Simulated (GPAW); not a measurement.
Ru:

```
Ru
1.0
     2.70580    0.00000    0.00000
    -1.35290    2.34329    0.00000
     0.00000    0.00000    4.28190
Ru
2
Direct
  0.66667 0.33333 0.75000
  0.33333 0.66667 0.25000
```

```yaml
Program: GPAW 26.7.0
Task: relaxation of cell and atoms
Functional: revPBE
Dispersion: D3(BJ)
Potentials_or_basis: the program's PAW data sets (release 1.2.1) made for this functional
Cutoff: 600 eV
Basis: pw
k_mesh: 8 × 8 × 5
Occupations: fermi-dirac, width 0.05 eV
Spin: no spin polarisation
```

At the start: pressure -7.9 GPa; volume 13.57 Å³/atom.

Task: How do energy, volume and symmetry change on relaxing?

Result: Over 4 steps the energy falls by 7.7 meV/atom and the volume is 13.25 Å³/atom (-2.4 %); space group P6_3/mmc (No. 194, to 0.05 Å).

The path:
```csv
step,energy change (eV),largest force (eV/Å),pressure (GPa),volume (Å³)
1,0.0000,0.0001,-7.86,27.15
2,-0.0130,0.0002,-3.39,26.76
3,-0.0155,0.0003,0.12,26.48
4,-0.0155,0.0001,0.00,26.49
```

Final structure:
```xyz
2
Lattice="2.6842 0.0000 0.0000 -1.3421 2.3246 0.0000 0.0000 0.0000 4.2458" Properties=species:S:1:pos:R:3 pbc="T T T"
Ru    1.3421    0.7749    3.1844
Ru    0.0000    1.5497    1.0615
```

Caveat: later steps reuse the first step's grids; pairwise dispersion overbinds metals, which lowers pressure and volume.
